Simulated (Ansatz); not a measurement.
`ClBBr` + `CC(=O)O` → `CC(=O)OBCl` + HBr at 298.15 K and 1 bar (ligand exchange at a B–Br bond).

Isolated molecules relaxed with PBE0-D4/def2-TZVP in Ansatz; ΔE leaves out vibrations. CCSD(T)/CBS adds triple-zeta CCSD(T) − MP2 to the extrapolated MP2 energy (def2 sets, frozen cores). For Br outer-core shells are correlated without core-valence functions, which leaves a few kJ/mol of doubt a bond. Scalar relativity is left out up to krypton. One conformer a species, not always the lowest.

| species | CCSD(T)/CBS energy (Eh) | H − E (kJ/mol) | S (J/(mol·K)) |
| --- | --- | --- | --- |
| `ClBBr` | -3058.55678 | 49.7 | 285.3 |
| `CC(=O)O` | -228.87529 | 177.3 | 287.6 |
| `CC(=O)OBCl` | -713.52185 | 194.3 | 353.6 |
| HBr | -2573.91920 | 24.6 | 198.6 |

H − E and S are ideal-gas, rigid-rotor, harmonic terms from PBE0-D4/def2-TZVP, for one conformer and one mirror image of each species. 1 Eh = 2625.50 kJ/mol, R = 8.31446 J/(mol·K).

Q: By hand: ΔE, ΔH, ΔS and ΔG.

A: ΔE = (-713.52185) + (-2573.91920) − (-3058.55678) − (-228.87529) = -0.00898 Eh = -23.6 kJ/mol. Δ(H − E) = 194.3 + 24.6 − 49.7 − 177.3 = -8.1, so ΔH = -31.7 kJ/mol. ΔS = 353.6 + 198.6 − 285.3 − 287.6 = -20.7 J/(mol·K). ΔG = -31.7 − 298.15 × (-20.7)/1000 = -25.5 kJ/mol.

Q: By hand: the equilibrium constant, and the temperature at which ΔG would vanish if ΔH and ΔS stayed fixed.

A: log₁₀ K = −ΔG/(RT ln 10) = 4.5. ΔG = 0 at ΔH/ΔS = 1531 K.

ΔH outweighs TΔS. A doubt of 5 kJ/mol in ΔE shifts log₁₀ K by 0.9 here. Other conformers and mirror images would add mixing entropy, several J/(mol·K) or more a flexible species. These are equilibria of isolated gas molecules and say nothing of rates. Largest T1 diagnostic: 0.015 (customary marks: 0.02 for closed shells, 0.045 for open ones).
